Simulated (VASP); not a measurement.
Runs of VASP 6.6.1 on ZnSe. It takes space group F-43m (No. 216, cubic). Conventional cell: a = 5.640 Å, b = 5.640 Å, c = 5.640 Å, α = 90.00°, β = 90.00°, γ = 90.00°. Zn (site symmetry -43m) is surrounded by 4 Se at 2.44 Å. Around Se (site symmetry -43m) lie 4 Zn at 2.44 Å. The cell is a database's computed one.

```csv
level,k mesh,cutoff (eV),smearing,gap on the mesh (eV),pressure (GPa)
PBEsol,8 × 8 × 8,520,gaussian 0.5 eV,1.23,0.0
PBEsol,12 × 12 × 12,520,gaussian 0.02 eV,1.23,0.0
PBEsol,8 × 8 × 8,900,gaussian 0.02 eV,1.23,0.0
PBEsol,8 × 8 × 8,700,gaussian 0.02 eV,1.23,0.0
r2SCAN,8 × 8 × 8,520,gaussian 0.02 eV,(a),1.0
```

Alike in all rows: task single point; potentials or basis VASP PAW PBE potentials, release 64 (Zn, Se); no spin polarisation; cell as given.

Question: Estimate the missing entries.

Answer: (a) 1.93.

Caveats: the PAW data sets were made with another functional, which shifts forces and pressure a little.

A k mesh can miss the band edges, and the runs leave out spin-orbit coupling on Se.

Not every run made on this cell is shown here.
